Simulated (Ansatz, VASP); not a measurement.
**Two plane-wave programs on Mg**

```
Mg
1.0
     5.27839    0.00000    0.00000
    -2.63920    4.57122    0.00000
     0.00000    0.00000    3.23588
Mg
3
Cartesian
  0.0000 0.0000 0.0000
  0.0000 3.0475 1.6179
  2.6392 1.5237 1.6179
```

Alike in both runs: task single point; functional r2SCAN; k mesh 6 × 6 × 6; occupations gaussian, width 0.1 eV; no spin polarisation.

|  | VASP | Ansatz |
| --- | --- | --- |
| version | VASP 6.6.1 | Ansatz 0.2.0 |
| potentials or method | VASP PAW PBE potentials, release 64 (Mg) | scalar-relativistic, plane waves, PAW |
| plane-wave cutoff (eV) | 520 | 500 |
| valence electrons in the cell | 6 | 30 |

VASP gave:

| Quantity | Value |
| --- | --- |
| gap on the k mesh at the Fermi level (eV) | none |
| pressure (GPa) | -4.0 |
| largest component of the traceless stress (GPa) | 1.49 |

Estimate Ansatz's values.

gap on the k mesh at the Fermi level (eV): none; pressure (GPa): -3.8; largest component of the traceless stress (GPa): 1.50.

A gap of «none» marks a metal or a gap that the smearing closes. The functional is the same, so the differences come from potentials, cutoffs and numerics. The two sets of potentials don't hold the same shells in valence.

Caveats: the PAW data sets were made with another functional, which shifts forces and pressure a little (VASP).
